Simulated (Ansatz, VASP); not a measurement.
# One calculation of W, two programs

```
W
1.0
     0.00000    2.01294    2.01294
     2.01294    0.00000    2.01294
     2.01294    2.01294    0.00000
W
1
Direct
  0.00000 0.00000 0.00000
```

Change from the starting cell: volume scaled by 0.975.

Alike in both runs: task single point; functional PBE; k mesh 14 × 14 × 14; occupations fermi-dirac, width 0.05 eV; no spin polarisation.

|  | VASP | Ansatz |
| --- | --- | --- |
| version | VASP 6.6.1 | Ansatz 0.2.0 |
| potentials or method | VASP PAW PBE potentials, release 64 (W_sv), cutoff 520 eV | all-electron LAPW, scalar-relativistic |

Ansatz gave:

```
pressure (GPa) : 2.5
```

**Question.** What did VASP give for the same quantities?

**Answer.** Pressure (GPa): 2.9.

Ansatz ran all-electron here, so the differences hold the error of VASP's frozen core and of both bases.

Spin-orbit coupling is left out, which matters for the levels of W.
